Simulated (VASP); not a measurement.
A run of VASP 6.6.1:

INCAR

```
PREC = Accurate
ENCUT = 600
EDIFF = 1E-6
ISMEAR = -1
SIGMA = 0.05
LREAL = F
LASPH = T
NELM = 60
ALGO = Fast
ISIF = 3
LWAVE = F
LCHARG = F
GGA = OR
LUSE_VDW = T
AGGAC = 0.0
IBRION = 2
NSW = 60
EDIFFG = -0.02
```

KPOINTS

```
regular mesh
0
Gamma
  13 13 13
```

Contents of POSCAR:

```
C
1.0
    0.0000000000      1.7833700000      1.7833700000
    1.7833700000      0.0000000000      1.7833700000
    1.7833700000      1.7833700000      0.0000000000
C
2
Direct
    0.7500000000      0.7500000000      0.7500000000
    0.5000000000      0.5000000000      0.5000000000
```

Potentials or basis: VASP PAW PBE potentials, release 64 (C).

Command:

```bash
$ cat potpaw_PBE.64/C/POTCAR > POTCAR
$ mpirun -np 1 vasp_std > vasp.out
```

Hardware: 1 thread of Intel(R) Xeon(R) Platinum 8559C (Emerald Rapids), with other jobs on the host.

**Question.** Estimate the wall time of this run.

**Answer.** Wall time 33 s on 1 thread of Intel(R) Xeon(R) Platinum 8559C (Emerald Rapids), on a shared host, peak memory 0.22 GiB. Counts: scf iterations 25, k points 84, ion steps 3.
